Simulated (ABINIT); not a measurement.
The system is SiC.

```
Si C
1.0
     3.07569    0.00000    0.00000
    -1.53785    2.66363    0.00000
     0.00000    0.00000   10.07065
Si C
4 4
Direct
  0.00000 0.00000 0.18789
  0.00000 0.00000 0.68789
  0.33333 0.66667 0.43784
  0.66667 0.33333 0.93784
  0.00000 0.00000 0.00046
  0.00000 0.00000 0.50046
  0.33333 0.66667 0.24980
  0.66667 0.33333 0.74980
```

The cell is a database's computed one.

Base run:

| Item | Value |
| --- | --- |
| Program | ABINIT 10.8.3 (patched build) |
| Functional | LDA |
| Potentials or basis | JTH PAW LDA v2.0 |
| Cutoff | 544 eV |
| k mesh | 13 × 13 × 4 |
| Occupations | fermi-dirac, width 0.05 eV |
| Spin | no spin polarisation |

Its results: band gap on the k mesh 2.23 eV, indirect (least direct gap 3.36 eV); pressure -4.1 GPa; largest force 0.006 eV/Å.

Q: The run is repeated on the same cell with these changes: k mesh from 13 × 13 × 4 to 8 × 8 × 2. What comes out?

A: Band gap on the k mesh 2.18 eV, indirect (least direct gap 3.32 eV); pressure -4.1 GPa; largest force 0.009 eV/Å.

Caveats: an odd mesh through Γ misses points on the zone boundary, where band edges often lie (some runs).
